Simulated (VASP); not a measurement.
# Si2W (I4/mmm) in VASP: a series of runs

The runs below take Si2W through relaxation of cell and atoms, with PBE.

All numbers are computed with VASP 6.6.1; they aren't measurements. Logs are shortened: lines on timing, memory, paths and dates and some standing lists are left out, and cuts for length are marked.

**1. The crystal as given**

It takes space group I4/mmm (No. 139, tetragonal). Conventional cell: a = 3.214 Å, b = 3.214 Å, c = 7.830 Å, α = 90.00°, β = 90.00°, γ = 90.00°. Si (site symmetry 4mm) is surrounded by 5 Si at 2.59 to 2.63 Å and 5 W at 2.62 Å. W (site symmetry 4/mmm) has 10 Si at 2.62 Å as nearest neighbours.

**2. Relaxation of cell and atoms, PBE**

Contents of INCAR:

```
PREC = Accurate
ENCUT = 520
EDIFF = 1E-7
ISMEAR = 0
SIGMA = 0.1
LREAL = F
LASPH = T
NELM = 80
ALGO = Fast
ISIF = 3
LWAVE = F
LCHARG = F
GGA = PE
IBRION = 2
NSW = 80
EDIFFG = -0.002
```

Contents of KPOINTS:

```
regular mesh
0
Gamma
  18 18 18
```

Contents of POSCAR:

```
Si2W
1.0
   -1.6069000000      1.6069000000      3.9149500000
    1.6069000000     -1.6069000000      3.9149500000
    1.6069000000      1.6069000000     -3.9149500000
Si W
2 1
Direct
    0.3347000000      0.3347000000      0.0000000000
    0.6653000000      0.6653000000      0.0000000000
    0.0000000000      0.0000000000      0.0000000000
```

Potentials or basis: VASP PAW PBE potentials, release 64 (Si, W).

The run is started by

```sh
cat potpaw_PBE.64/Si/POTCAR potpaw_PBE.64/W/POTCAR > POTCAR
mpirun -np 1 vasp_std > vasp.out
```

OUTCAR:

```text
PREC = Accurate
   ENCUT = 520
   EDIFF = 1E-7
   ISMEAR = 0
   LREAL = F
   LASPH = T
   NELM = 80
   ISIF = 3
   GGA = PE
   IBRION = 2
   NSW = 80
   EDIFFG = -0.002

 ion  position               nearest neighbor table
   1  0.335  0.335  0.000-   2 2.59   3 2.62   3 2.62   3 2.62   3 2.62   3 2.62   2 2.63   2 2.63
                             2 2.63   2 2.63
   2  0.665  0.665  0.000-   1 2.59   3 2.62   3 2.62   3 2.62   3 2.62   3 2.62   1 2.63   1 2.63
                             1 2.63   1 2.63
   3  0.000  0.000  0.000-   2 2.62   2 2.62   2 2.62   1 2.62   2 2.62   1 2.62   1 2.62   1 2.62
                             1 2.62   2 2.62

  LATTYP: Found a body centered tetragonal cell.
 ALAT       =     3.2138000000
 C/A-ratio  =     2.4363370465

  Lattice vectors:

 A1 = (  -1.6069000000,   1.6069000000,   3.9149500000)
 A2 = (   1.6069000000,  -1.6069000000,   3.9149500000)
 A3 = (   1.6069000000,   1.6069000000,  -3.9149500000)

Analysis of symmetry for initial positions (statically):
=====================================================================
 Subroutine PRICEL returns:
 Original cell was already a primitive cell.

 Routine SETGRP: Setting up the symmetry group for a
 body centered tetragonal supercell.

 Subroutine GETGRP returns: Found 16 space group operations
 (whereof 16 operations were pure point group operations)
 out of a pool of 16 trial point group operations.

The static configuration has the point symmetry D_4h.

Analysis of symmetry for dynamics (positions and initial velocities):
=====================================================================
 Subroutine PRICEL returns:
 Original cell was already a primitive cell.

 Routine SETGRP: Setting up the symmetry group for a
 body centered tetragonal supercell.

 Subroutine GETGRP returns: Found 16 space group operations
 (whereof 16 operations were pure point group operations)
 out of a pool of 16 trial point group operations.

The dynamic configuration has the point symmetry D_4h.

 Subroutine INISYM returns: Found 16 space group operations
 (whereof 16 operations are pure point group operations),
 and found     1 'primitive' translations

----------------------------------------------------------------------------------------

                                     Primitive cell

  volume of cell :      40.4356

[... 125 lines left out ...]
  energy-cutoff  :      520.00
  volume of cell :       40.44
 maximum number of plane-waves:      1118
 NGX is ok and might be reduce to    36
   NGX = 17   NGY = 17   NGZ = 17

--------------------------------------- Ionic step        1  -------------------------------------------

 number of electron      14.0000000 magnetization

 Free energy of the ion-electron system (eV)
  ---------------------------------------------------
  ext. energy  EPLUGINS =         0.00000000
  ---------------------------------------------------
  free energy    TOTEN  =       -24.88924673 eV

  energy without entropy =      -24.88837505  energy(sigma->0) =      -24.88881089

------------------------ aborting loop because EDIFF is reached ----------------------------------------

  FORCE on cell =-STRESS in cart. coord.  units (eV):
  Direction    XX          YY          ZZ          XY          YZ          ZX
  --------------------------------------------------------------------------------------
  -------------------------------------------------------------------------------------
  Total        0.6326621      0.6326621      0.7373894      0.0000000     -0.0000000      0.0000000
  in kB       25.0679300     25.0679300     29.2175351      0.0000000     -0.0000000      0.0000000
  external PRESSURE =      26.4511317 kB  Pullay stress =       0.0000000 kB
[... 92 lines left out ...]
  FREE ENERGIE OF THE ION-ELECTRON SYSTEM (eV)
  ---------------------------------------------------
  free  energy   TOTEN  =       -24.8929864003 eV

  energy  without entropy=      -24.8920990786  energy(sigma->0) =      -24.89254274

[... ionic steps 4 to 7 ...]

--------------------------------------- Ionic step        8  -------------------------------------------

 number of electron      14.0000000 magnetization

------------------------ aborting loop because EDIFF is reached ----------------------------------------
[... 69 lines left out ...]
--------------------------------------- Ionic step       10  -------------------------------------------

 number of electron      14.0000000 magnetization

 Free energy of the ion-electron system (eV)
  ---------------------------------------------------
  ext. energy  EPLUGINS =         0.00000000
  ---------------------------------------------------
  free energy    TOTEN  =       -24.89299330 eV

  energy without entropy =      -24.89210601  energy(sigma->0) =      -24.89254965

 E-fermi :  10.3935     XC(G=0): -12.2815

 val. band max:       10.3780537729   @ k =  -0.3889   0.5000   0.3333
 cond. band min:      10.4340810938   @ k =  -0.3889  -0.4444   0.3889
 fundamental gap:      0.0560273209
 Fermi energy:        10.3934940905

 k-point     1 :       0.0000    0.0000    0.0000
  band No.  band energies     occupation
      1      -3.5884      2.00000
      2       3.6214      2.00000
      3       6.6309      2.00000
      4       7.1244      2.00000
      5       7.5794      2.00000
      6       7.5794      2.00000
      7      10.9781      0.00000
      8      13.0847      0.00000
      9      13.4098      0.00000
     10      13.4751      0.00000
     11      13.4751      0.00000
[... 309 lines left out ...]
 k-point    24 :      -0.2222    0.0556    0.0000
  band No.  band energies     occupation
      1      -2.7043      2.00000
      2       3.7141      2.00000
      3       5.0711      2.00000
      4       6.8055      2.00000
      5       7.5582      2.00000
      6       8.2719      2.00000
      7       8.9864      2.00000
      8      11.9735      0.00000
      9      12.6027      0.00000
     10      14.7502      0.00000
     11      14.8588      0.00000

 [... further k-points ...]

------------------------ aborting loop because EDIFF is reached ----------------------------------------

  FORCE on cell =-STRESS in cart. coord.  units (eV):
  Direction    XX          YY          ZZ          XY          YZ          ZX
  --------------------------------------------------------------------------------------
  -------------------------------------------------------------------------------------
  Total        0.0005325      0.0005325     -0.0003086      0.0000000      0.0000000      0.0000000
  in kB        0.0208646      0.0208646     -0.0120921      0.0000000      0.0000000      0.0000000
  external PRESSURE =       0.0098790 kB  Pullay stress =       0.0000000 kB
[... 18 lines left out ...]
  FREE ENERGIE OF THE ION-ELECTRON SYSTEM (eV)
  ---------------------------------------------------
  free  energy   TOTEN  =       -24.8929932958 eV

  energy  without entropy=      -24.8921060082  energy(sigma->0) =      -24.89254965

 reached required accuracy - stopping structural energy minimisation
```

OSZICAR:

```text
N       E                     dE             d eps       ncg     rms          rms(c)
DAV:   1     0.322259799383E+02    0.32226E+02   -0.61438E+03 10616   0.110E+03
[... 69 lines left out ...]
RMM:   2    -0.248929933657E+02    0.80830E-06   -0.84282E-07 10466   0.815E-03    0.636E-03
RMM:   3    -0.248929929032E+02    0.46253E-06   -0.46910E-07  9775   0.483E-03    0.621E-04
RMM:   4    -0.248929928744E+02    0.28802E-07   -0.49914E-08  6498   0.238E-03
   9 F= -.24892993E+02 E0= -.24892549E+02  d E =0.284761E-06
       N       E                     dE             d eps       ncg     rms          rms(c)
DAV:   1    -0.248929933851E+02   -0.48188E-06   -0.21867E-05 11179   0.357E-02    0.773E-03
RMM:   2    -0.248929932958E+02    0.89301E-07   -0.36729E-07  8908   0.541E-03
  10 F= -.24892993E+02 E0= -.24892550E+02  d E =-.136622E-06
```

It took 10 min on 1 thread of Intel Xeon Platinum 8559C (Emerald Rapids), shared host; peak memory 0.44 GiB.

What came out:

```yaml
Free_energy: -24.8930 eV
Relaxed_volume: 13.63 Å³/atom
Relaxed_cell: a = 4.544 Å, b = 4.544 Å, c = 4.544 Å, α = 138.42°, β = 138.42°, γ = 60.26°
Space_group_after_relaxing_to_0.05_Å: I4/mmm (No. 139)
Energy_gained_by_relaxing: 1.2 meV/atom
Ionic_steps: 10
Pressure_after_relaxing: 0.0 GPa
Band_gap_on_the_k_mesh: none (metal or under the smearing width)
```

The path:
```csv
step,energy change (eV),largest force (eV/Å),pressure (GPa),volume (Å³)
1,0.0000,0.0513,2.65,40.44
2,0.0091,0.0864,-4.58,41.75
3,-0.0037,0.0009,0.01,40.89
4,-0.0037,0.0000,-0.05,40.90
5,-0.0037,0.0020,0.09,40.88
6,-0.0037,0.0011,0.03,40.89
7,-0.0037,0.0010,0.03,40.89
8,-0.0037,0.0010,0.02,40.89
9,-0.0037,0.0002,-0.02,40.90
10,-0.0037,0.0005,0.00,40.89
```

Final structure:
```cif
data_structure
_symmetry_space_group_name_H-M 'P 1'
_symmetry_Int_Tables_number 1
_cell_length_a 4.5440
_cell_length_b 4.5440
_cell_length_c 4.5440
_cell_angle_alpha 138.421
_cell_angle_beta 138.421
_cell_angle_gamma 60.259
_cell_volume 40.89
loop_
_atom_site_label
_atom_site_type_symbol
_atom_site_fract_x
_atom_site_fract_y
_atom_site_fract_z
_atom_site_occupancy
Si1 Si 0.33458 0.33458 0.00000 1
Si2 Si 0.66542 0.66542 0.00000 1
W1 W 0.00000 0.00000 0.00000 1
```

Levels at points of the mesh, in eV from the Fermi level:
```tsv
k point	band 5	band 6	band 7	band 8	band 9	band 10
(0.00, 0.00, 0.00)	-2.81	-2.81	0.58	2.69	3.02	3.08
(0.50, 0.00, 0.00)	-2.77	-2.73	-0.43	2.64	2.80	3.96
(0.50, 0.50, 0.00)	-4.97	-3.21	-1.77	2.78	2.89	3.06
(0.50, 0.50, 0.50)	-0.83	-0.83	-0.50	-0.50	0.76	4.52
```

Spin-orbit coupling is left out, which matters for the levels of W. PBE usually gives volumes a little too large and moduli too small.

**3. Relaxation of cell and atoms, PBE**

This run uses another cell than the first one, of 13.63 Å³/atom, 1.011 times its volume.

INCAR is that of step 2.

KPOINTS is that of step 2.

Contents of POSCAR:

```
Si2W                                    
1.0
   -1.6128159030      1.6128159030      3.9300339086
    1.6128159030     -1.6128159030      3.9300339086
    1.6128159030      1.6128159030     -3.9300339086
  Si              W             
     2     1
Direct
     0.3345835104649313    0.3345835104649313    0.0000000000000000
     0.6654164895350688    0.6654164895350688    0.0000000000000000
     0.0000000000000000    0.0000000000000000    0.0000000000000000
```

Potentials or basis: VASP PAW PBE potentials, release 64 (Si, W).

The run is started by

```sh
cat potpaw_PBE.64/Si/POTCAR potpaw_PBE.64/W/POTCAR > POTCAR
mpirun -np 1 vasp_std > vasp.out
```

Wall time 2.9 min (1 thread of Intel Xeon Platinum 8559C (Emerald Rapids), shared host); peak memory 0.41 GiB.

It converged, with:

| Property | Result |
| --- | --- |
| Free energy | -24.8931 eV |
| Pressure after relaxing | 0.0 GPa |
| Band gap on the k mesh | none (metal or under the smearing width) |

Final structure:
```
CELL_PARAMETERS angstrom
-1.61282 1.61282 3.93003
1.61282 -1.61282 3.93003
1.61282 1.61282 -3.93003
ATOMIC_POSITIONS crystal
Si 0.33458 0.33458 0.00000
Si 0.66542 0.66542 0.00000
W 0.00000 0.00000 0.00000
```

Levels at points of the mesh, in eV from the Fermi level:
```csv
k point,band 5,band 6,band 7,band 8,band 9,band 10
"(0.00, 0.00, 0.00)",-2.81,-2.81,0.58,2.69,3.02,3.08
"(0.50, 0.00, 0.00)",-2.77,-2.73,-0.44,2.64,2.80,3.96
"(0.50, 0.50, 0.00)",-4.97,-3.21,-1.77,2.78,2.90,3.06
"(0.50, 0.50, 0.50)",-0.83,-0.83,-0.50,-0.50,0.76,4.52
```

Caveat: the relaxation stopped at its first step, so nothing moved. Spin-orbit coupling is left out, which matters for the levels of W.
